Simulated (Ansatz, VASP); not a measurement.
## One calculation of SrCl2, two programs

INCAR

```
PREC = Accurate ; ENCUT = 520
EDIFF = 1E-7 ; ISMEAR = 0
SIGMA = 0.05 ; LREAL = F
LASPH = T ; NELM = 100
ALGO = Normal ; ISIF = 2
LWAVE = F ; LCHARG = F
GGA = CA ; NBANDS = 19
```

KPOINTS

```
regular mesh
0
Gamma
  6 6 6
```

File POSCAR:

```
SrCl2
1.0
    0.0000000000      3.4855000000      3.4855000000
    3.4855000000      0.0000000000      3.4855000000
    3.4855000000      3.4855000000      0.0000000000
Sr Cl
1 2
Direct
    0.0000000000      0.0000000000      0.0000000000
    0.2500000000      0.2500000000      0.2500000000
    0.7500000000      0.7500000000      0.7500000000
```

Input for Ansatz:

```yaml
crystal:
  lattice:
    - [0.0, 3.4855, 3.4855]
    - [3.4855, 0.0, 3.4855]
    - [3.4855, 3.4855, 0.0]
  atoms:
    - { symbol: Sr, position: [0.0, 0.0, 0.0] }
    - { symbol: Cl, position: [0.25, 0.25, 0.25] }
    - { symbol: Cl, position: [0.75, 0.75, 0.75] }
basis:
  ecutwfc: 420
kpoints:
  mp_grid: { grid: [6, 6, 6] }
hamiltonian:
  xc: lda
scf:
  occupations: { method: gaussian, width: 0.05 }
output:
  forces: true
  stress: true
  eigenvalues: true
```

Alike in both runs: task single point; functional LDA; k mesh 6 × 6 × 6; occupations gaussian, width 0.05 eV; no spin polarisation.

|  | VASP | Ansatz |
| --- | --- | --- |
| version | VASP 6.6.1 | Ansatz 0.2.0 |
| potentials or method | VASP PAW LDA potentials, release 64 (Sr_sv, Cl) | scalar-relativistic, plane waves, PAW |
| plane-wave cutoff (eV) | 520 | 420 |
| valence electrons in the cell | 24 | 24 |

```tsv
	VASP	Ansatz	Ansatz less VASP
gap on the k mesh at the Fermi level (eV)	4.89	4.89	-0.006
least direct gap on the mesh (eV)	5.15	5.16	+0.006
pressure (GPa)	-2.7	-2.8	-0.12
```

A k mesh can miss the band edges. As with any semilocal functional, this LDA gap is likely too small.
